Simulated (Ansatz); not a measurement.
## TiSi: density of states with PBEsol+U

The system is TiSi.

```
CELL_PARAMETERS angstrom
1.81618 -2.11762 0.00000
1.81618 2.11762 0.00000
0.00000 0.00000 3.80393
ATOMIC_POSITIONS crystal
Ti 0.50000 0.50000 0.00000
Si 0.00000 0.00000 0.50000
```

The cell comes from a database or a generator and needn't be the stable form of this composition.

```yaml
Program: Ansatz 0.2.0
Task: density of states
Functional: PBEsol
Potentials_or_basis: all-electron LAPW, scalar-relativistic
Cutoff: 239 eV (chosen from the basis error)
Basis_error_allowed: 0.001 eV/atom
k_mesh: 10 × 10 × 7
Occupations: fermi-dirac, width 0.05 eV
Spin: no spin polarisation
Hubbard_terms: Ti d U = 2 eV
```

The pressure is -1.6 GPa and the band gap on the k mesh is none (metal or under the smearing width).

Stress tensor (GPa, compression positive):
```
-1.87  0.00  0.00
 0.00 -1.71  0.00
 0.00  0.00 -1.20
```

Levels at points of the mesh, in eV from the Fermi level:
| k point | band 9 | band 10 | band 11 | band 12 | band 13 | band 14 | band 15 | band 16 |
| --- | --- | --- | --- | --- | --- | --- | --- | --- |
| (0.00, 0.00, 0.00) | -11.80 | -2.34 | -1.78 | -1.38 | 1.73 | 2.55 | 3.17 | 5.09 |
| (0.00, -0.50, 0.00) | -7.70 | -6.41 | -2.77 | -0.93 | 1.91 | 2.49 | 4.11 | 4.64 |
| (-0.50, -0.50, 0.00) | -5.68 | -3.84 | -1.60 | -1.15 | -0.60 | -0.22 | 2.90 | 3.07 |

States per cell in windows of 1 eV (zero at the Fermi level; states under -8 eV left out):
| from (eV) | total |
| --- | --- |
| -8.0 | 0.45 |
| -7.0 | 0.25 |
| -6.0 | 0.36 |
| -5.0 | 0.82 |
| -4.0 | 1.02 |
| -3.0 | 1.30 |
| -2.0 | 1.04 |
| -1.0 | 1.48 |
| 0.0 | 1.27 |
| 1.0 | 2.17 |
| 2.0 | 2.24 |
| 3.0 | 1.81 |
| 4.0 | 0.44 |
| 5.0 | 0.09 |

Run time: 22 s on 1 thread of Arm Neoverse V1 (shared host), peak memory 0.41 GiB.

Caveat: U is the effective U less J, on atomic orbitals that reach past the spheres; U without spin polarisation on a metal has little footing; the U is typed as a test and isn't derived for this compound.
